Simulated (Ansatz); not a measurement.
# Effect of uniaxial strain ε_zz = −2.19 % on ZrO2

Take ZrO₂ (space group P4_2/nmc, No. 137; a = 3.621 Å, c = 5.283 Å) as the base. Axes: x, y, z lie along a, b, c of the conventional cell.

The change: the cell is compressed by 2.19 % along z with no lateral relaxation, atoms relaxed at fixed cell.

All numbers come from plane-wave PAW DFT at the PBE level (Ansatz, a program for electronic structure, 420 eV), without spin-orbit coupling. Γ-centred 9×9×6 mesh, Fermi–Dirac width 0.05 eV.

The volume per atom decreases by 0.25 Å³, from 11.54 Å³ to 11.29 Å³ and the space group is still P4_2/nmc (No. 137). The energy increases by 4.7 meV/atom and the band gap decreases by 0.161 eV (4.04 eV → 3.87 eV). The smallest direct gap decreases by 0.147 eV, from 4.13 eV to 3.99 eV and the width of the top valence band goes up by 0.12 eV to 0.99 eV. The electron mass becomes 2.2 mₑ along z, 0.58 mₑ across (at Γ) (base: 2.3 mₑ along c, 0.61 mₑ across (at Γ)) and the largest internal atomic displacement comes out as 0.037 Å. The stress (xx, yy, zz, yz, xz, xy; compression positive) amounts to (1.28, 1.28, 6.20, 0.00, 0.00, 0.00) GPa.

Final structure:

```
CELL_PARAMETERS angstrom
      3.62104     0.00000     0.00000
      0.00000     3.62104     0.00000
      0.00000     0.00000     5.16723
ATOMIC_POSITIONS crystal
  Zr 0.00000 0.00000 0.00000
  Zr 0.50000 0.50000 0.50000
  O  0.00000 0.50000 0.19984
  O  0.00000 0.50000 0.69984
  O  0.50000 0.00000 0.30016
  O  0.50000 0.00000 0.80016
```

Cost of the whole job for the changed cell (relaxation, final SCF and bands): roughly 40 core-seconds.

Effective masses come from finite differences of ±0.01 Å⁻¹. Whether these cells are dynamically stable was not tested. This is not the structure that ZrO2 has at room temperature and ambient pressure.
